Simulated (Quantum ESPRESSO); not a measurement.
# RbBr under changes of volume

One of the cells (40.248 Å³/atom); the others are scaled copies at fixed shape and fractional positions:

```
Rb Br
1.0
     0.00000    3.42700    3.42700
     3.42700    0.00000    3.42700
     3.42700    3.42700    0.00000
Rb Br
1 1
Direct
  0.00000 0.00000 0.00000
  0.50000 0.50000 0.50000
```

* Program: Quantum ESPRESSO 7.5
* Functional: r2SCAN
* Potentials or basis: SG15 PBE 1.2
* Cutoff: 626 eV
* Density cutoff: 2503 eV
* k mesh: 5 × 5 × 5
* Occupations: fermi-dirac, width 0.05 eV
* Spin: no spin polarisation

| volume (Å³/atom) | energy over the lowest point (meV/atom) | pressure (GPa) | gap on the mesh (eV) |
| --- | --- | --- | --- |
| 37.833 | 17.75 | 1.7 | 5.00 |
| 38.638 | 10.46 | 1.2 | 4.95 |
| 39.443 | 5.26 | 0.8 | 4.89 |
| 40.248 | 1.91 | 0.5 | 4.84 |
| 41.053 | ? | ? | ? |
| 41.858 | 0.00 | -0.1 | 4.74 |
| 42.663 | 1.08 | -0.4 | 4.70 |

Q: What does the run at 41.053 Å³/atom give?

A: Energy over the lowest point 0.23 meV/atom; pressure 0.2 GPa; gap on the mesh 4.79 eV.

Worked out: A Birch-Murnaghan fit of order 3 (a polynomial in V^(-2/3)) to the other rows has its minimum at 41.58 Å³/atom with B0 = V·E''(V) = 14.0 GPa and B' = 5.0. It gives 0.22 meV/atom at 41.053 Å³/atom, against the run's 0.23, and -dE/dV = 0.2 GPa, against 0.2. A straight line through the other rows of the gap, of slope -2.53 eV per unit of ln V (its deformation potential), gives 4.79 eV, against the run's 4.79.

Energies are extrapolated to zero smearing.

Caveats: the potentials were made for another functional, which shifts forces and pressure.

Spin-orbit coupling on Br, Rb is left out.
